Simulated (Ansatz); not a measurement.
**Ti₃Al₅ (P4/mmm), two-dimensional strain map**

All numbers below come from DFT PBEsol, scalar-relativistic, plane waves, PAW (Ansatz). The runs took a 420 eV cutoff, a Γ-centred 10×10×6 mesh and Gaussian smearing (0.15 eV). No spin polarisation. Energies are free energies at this smearing, counted from the undisturbed cell; pressure is positive in compression.

The starting cell (relaxed at this level; it needn't be the usual structure):

```
Ti Al
1.0
     3.88330    0.00000    0.00000
     0.00000    3.88330    0.00000
     0.00000    0.00000    8.29688
Ti Al
3 5
Direct
  0.00000 0.00000 0.50000
  0.50000 0.50000 0.00000
  0.50000 0.50000 0.50000
  0.00000 0.50000 0.25235
  0.00000 0.50000 0.74765
  0.50000 0.00000 0.25235
  0.50000 0.00000 0.74765
  0.00000 0.00000 0.00000
```

The cell is strained by p along both x and y and by q along z, fractional coordinates fixed. Points are written (p, q).

p was sampled at -0.050, -0.025, 0.000, 0.025, 0.050 and q at -0.050, -0.025, 0.000, 0.025, 0.050.

**Question.** Where on the computed points is the energy highest, and how high?

**Answer.** At (-0.050, -0.050): 147.8 meV/atom.

**Question.** Away from (0, 0), which computed point is lowest?

**Answer.** (0.000, -0.025): 6.2 meV/atom.

The map, in meV/atom:

```
 p \ q  -0.050  -0.025  0.000  0.025  0.050
-0.050   147.8   104.7   79.1   69.2   72.9
-0.025    65.5    34.2   18.6   17.4   28.7
 0.000    26.1     6.2    0.0    6.6   24.7
 0.025    21.8    12.9   15.7   29.6   53.8
 0.050    46.5    47.8   59.3   80.2  110.1
```